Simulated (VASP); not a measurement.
**TiO2 (fluorite): a LDA single-point calculation in VASP**

INCAR

```
ENCUT = 520
SIGMA = 0.01
ISMEAR = 0
LCHARG = .FALSE.
LREAL = .FALSE.
NBANDS = 19
ISIF = 2
NSW = 0
EDIFF = 1E-7
IBRION = -1
GGA = CA
PREC = Accurate
LASPH = .TRUE.
LWAVE = .FALSE.
NELM = 120
```

KPOINTS

```
KPOINTS created by Atomic Simulation Environment
0
Gamma
10 10 10
0 0 0
```

KPOINTS_OPT

```
special points
6
Reciprocal
0.0000000000 0.0000000000 0.0000000000 1
0.5000000000 0.0000000000 0.5000000000 1
0.5000000000 0.2500000000 0.7500000000 1
0.3750000000 0.3750000000 0.7500000000 1
0.5000000000 0.5000000000 0.5000000000 1
0.6250000000 0.2500000000 0.6250000000 1
```

POSCAR

```
Ti O
 1.0000000000000000
     0.0000000000000000    2.3968272536098962    2.3968272536098962
     2.3968272536098962   -0.0000000000000000    2.3968272536098962
     2.3968272536098962    2.3968272536098962    0.0000000000000000
 Ti  O
   1   2
Cartesian
 -0.0000000000000000 -0.0000000000000000 -0.0000000000000000
  1.1984136268049479  1.1984136268049479  1.1984136268049479
  3.5952408804148437  3.5952408804148437  3.5952408804148437
```

VASP ran with the recommended LDA PAW datasets (24 valence electrons in the cell).

Command

```
mpirun -np 1 vasp_std
```

From OUTCAR

```
k-points           NKPTS =     47   k-points in BZ     NKDIM =     47   number of bands    NBANDS=     19

   NELECT =      24.0000    total number of electrons

   dimension x,y,z NGX =    28 NGY =   28 NGZ =   28
   dimension x,y,z NGXF=    56 NGYF=   56 NGZF=   56

  energy-cutoff  :      520.00
  volume of cell :       27.54
      direct lattice vectors                 reciprocal lattice vectors
     0.000000000  2.396827254  2.396827254    -0.208609110  0.208609110  0.208609110
     2.396827254  0.000000000  2.396827254     0.208609110 -0.208609110  0.208609110
     2.396827254  2.396827254  0.000000000     0.208609110  0.208609110 -0.208609110

 k-points in reciprocal lattice and weights: KPOINTS created by Atomic Simulation Env
   0.00000000  0.00000000  0.00000000       0.001
   0.10000000  0.00000000  0.00000000       0.008
   0.20000000  0.00000000  0.00000000       0.008
   0.30000000  0.00000000  0.00000000       0.008
   0.40000000  0.00000000  0.00000000       0.008
   0.50000000  0.00000000  0.00000000       0.004
   0.10000000  0.10000000  0.00000000       0.006
   0.20000000  0.10000000  0.00000000       0.024
   ...

 E-fermi :   7.3724

 k-point     1 :       0.0000    0.0000    0.0000
  band No.  band energies     occupation
      1     -49.9151      2.00000
      2     -26.3980      2.00000
      3     -26.3980      2.00000
      4     -26.3980      2.00000
      5     -12.3496      2.00000
      6      -8.3720      2.00000
      7       1.0270      2.00000
      8       1.0270      2.00000
      9       1.0270      2.00000
     10       6.2313      2.00000
     11       6.2313      2.00000
     12       6.2313      2.00000
     13       8.1161      0.00000
     14       8.1161      0.00000
     15      12.5187      0.00000
     16      12.5187      0.00000
     17      12.5187      0.00000
     18      14.6037      0.00000
     19      20.9984      0.00000

 k-point     2 :       0.1000    0.0000    0.0000
  band No.  band energies     occupation
      1     -49.9127      2.00000
      2     -26.4247      2.00000
      3     -26.4011      2.00000
      4     -26.4011      2.00000
      5     -12.2255      2.00000
      6      -8.5251      2.00000
      7       1.1213      2.00000
      8       1.1213      2.00000
      9       1.3059      2.00000
     10       5.9295      2.00000
     11       5.9295      2.00000
     12       5.9508      2.00000
     13       8.3549      0.00000
     14       8.3549      0.00000
     15      12.2137      0.00000
     16      12.4199      0.00000
     17      12.4199      0.00000
     18      14.9518      0.00000
     19      20.9349      0.00000

 k-point     3 :       0.2000    0.0000    0.0000
  band No.  band energies     occupation
      1     -49.9063      2.00000
      2     -26.4935      2.00000
      3     -26.4093      2.00000
      4     -26.4093      2.00000
      5     -11.8850      2.00000
      6      -8.9035      2.00000
      7       1.3778      2.00000
      8       1.3778      2.00000
      9       2.0115      2.00000
     10       5.2938      2.00000
     11       5.3739      2.00000
     12       5.3739      2.00000
     13       8.6890      0.00000
     14       8.6890      0.00000
     15      11.4316      0.00000
     16      12.2157      0.00000
     17      12.2157      0.00000
     18      15.8387      0.00000
     19      20.8219      0.00000

 k-point     4 :       0.3000    0.0000    0.0000
  band No.  band energies     occupation
      1     -49.8985      2.00000
      2     -26.5768      2.00000
      3     -26.4194      2.00000
      4     -26.4194      2.00000
      5     -11.4190      2.00000
      6      -9.3539      2.00000
      7       1.7143      2.00000
      8       1.7143      2.00000
      9       2.8369      2.00000
     10       4.5731      2.00000
     11       4.8997      2.00000
     12       4.8997      2.00000
     13       8.7564      0.00000
     14       8.7564      0.00000
     15      10.6245      0.00000
     16      12.0865      0.00000
     17      12.0865      0.00000
     18      16.6831      0.00000
     19      20.9030      0.00000

 k-point     5 :       0.4000    0.0000    0.0000
  band No.  band energies     occupation
      1     -49.8921      2.00000
      2     -26.6428      2.00000
      3     -26.4275      2.00000
      4     -26.4275      2.00000
      5     -10.9599      2.00000
      6      -9.7546      2.00000
      7       1.9996      2.00000
      8       1.9996      2.00000
      9       3.4573      2.00000
     10       4.0252      2.00000
     11       4.6250      2.00000
     12       4.6250      2.00000
     13       8.5963      0.00000
     14       8.5963      0.00000
     15      10.1429      0.00000
     16      12.0805      0.00000
     17      12.0805      0.00000
     18      16.9937      0.00000
     19      21.3420      0.00000

 k-point     6 :       0.5000    0.0000    0.0000
  band No.  band energies     occupation
      1     -49.8896      2.00000
      2     -26.6677      2.00000
      3     -26.4306      2.00000
      4     -26.4306      2.00000
      5     -10.7226      2.00000
      6      -9.9596      2.00000
      7       2.1096      2.00000
      8       2.1096      2.00000
      9       3.6868      2.00000
     10       3.8102      2.00000
     11       4.5454      2.00000
     12       4.5454      2.00000
     13       8.4903      0.00000
     14       8.4903      0.00000
     15      10.0098      0.00000
     16      12.0974      0.00000
     17      12.0974      0.00000
     18      17.0003      0.00000
     19      21.6357      0.00000

 k-point     7 :       0.1000    0.1000    0.0000
  band No.  band energies     occupation
      1     -49.9119      2.00000
      2     -26.4264      2.00000
      3     -26.4057      2.00000
      4     -26.4057      2.00000
      5     -12.1836      2.00000
      6      -8.5725      2.00000
      7       1.1053      2.00000
      8       1.1053      2.00000
      9       1.5000      2.00000
     10       5.1940      2.00000
     11       6.2330      2.00000
     12       6.2330      2.00000
     13       8.1812      0.00000
     14       8.5489      0.00000
     15      12.2511      0.00000
     16      12.2511      0.00000
     17      12.4224      0.00000
     18      15.0138      0.00000
     19      20.7868      0.00000

 k-point     8 :       0.2000    0.1000    0.0000
  band No.  band energies     occupation
      1     -49.9068      2.00000
      2     -26.4775      2.00000
      3     -26.4151      2.00000
      4     -26.4129      2.00000
      5     -11.9142      2.00000
      6      -8.8657      2.00000
      7       1.2660      2.00000
      8       1.2949      2.00000
      9       2.1384      2.00000
     10       4.3675      2.00000
     11       5.9583      2.00000
     12       5.9763      2.00000
     13       8.3913      0.00000
     14       8.8428      0.00000
     15      11.7024      0.00000
     16      12.0045      0.00000
     17      12.2885      0.00000
     18      15.6577      0.00000
     19      20.7535      0.00000

 k-point     9 :       0.3000    0.1000    0.0000
  band No.  band energies     occupation
      1     -49.8995      2.00000
      2     -26.5526      2.00000
      3     -26.4257      2.00000
      4     -26.4245      2.00000
      5     -11.4887      2.00000
      6      -9.2742      2.00000
      7       1.5463      2.00000
      8       1.5951      2.00000
      9       2.9938      2.00000
     10       3.6909      2.00000
     11       5.4052      2.00000
     12       5.5123      2.00000
     13       8.5506      0.00000
     14       9.0039      0.00000
     15      10.9080      0.00000
     16      11.8715      0.00000
     17      12.0960      0.00000
     18      16.5444      0.00000
     19      20.8869      0.00000

 k-point    10 :       0.4000    0.1000    0.0000
  band No.  band energies     occupation
      1     -49.8926      2.00000
      2     -26.6206      2.00000
      3     -26.4379      2.00000
      4     -26.4333      2.00000
      5     -11.0241      2.00000
      6      -9.6729      2.00000
      7       1.8016      2.00000
      8       1.8644      2.00000
      9       3.3080      2.00000
     10       3.7756      2.00000
     11       4.9493      2.00000
     12       5.0452      2.00000
     13       8.5246      0.00000
     14       8.8927      0.00000
     15      10.3085      0.00000
     16      11.9041      0.00000
     17      11.9753      0.00000
     18      17.0881      0.00000
     19      21.2625      0.00000

 ...

  Total       -1.4865389     -1.4865389     -1.4865389      0.0000000      0.0000000     -0.0000000
  in kB      -86.4861707    -86.4861707    -86.4861707      0.0000000      0.0000000     -0.0000000
  external PRESSURE =     -86.4861707 kB  Pullay stress =       0.0000000 kB

 POSITION                                       TOTAL-FORCE (eV/Angst)
 -----------------------------------------------------------------------------------
      0.00000      0.00000      0.00000        -0.000000      0.000000     -0.000000
      1.19841      1.19841      1.19841         0.000000     -0.000000     -0.000000
      3.59524      3.59524      3.59524        -0.000000      0.000000      0.000000
 -----------------------------------------------------------------------------------
    total drift:                               -0.000000     -0.000000      0.000000

  FREE ENERGIE OF THE ION-ELECTRON SYSTEM (eV)
  ---------------------------------------------------
  free  energy   TOTEN  =       -28.7423805102 eV

  energy  without entropy=      -28.7423805102  energy(sigma->0) =      -28.74238051
```

| Item | Value |
| --- | --- |
| gap between bands v and c | 1.00 eV |
| least direct gap | 1.73 eV |
| pressure | -8.6 GPa |

Band v is the last that the valence electrons fill when counted band by band, and c is the next.

The run took about 48 s on one core of a shared host (Intel Xeon Platinum 8488C) and held 0.17 GiB at most.
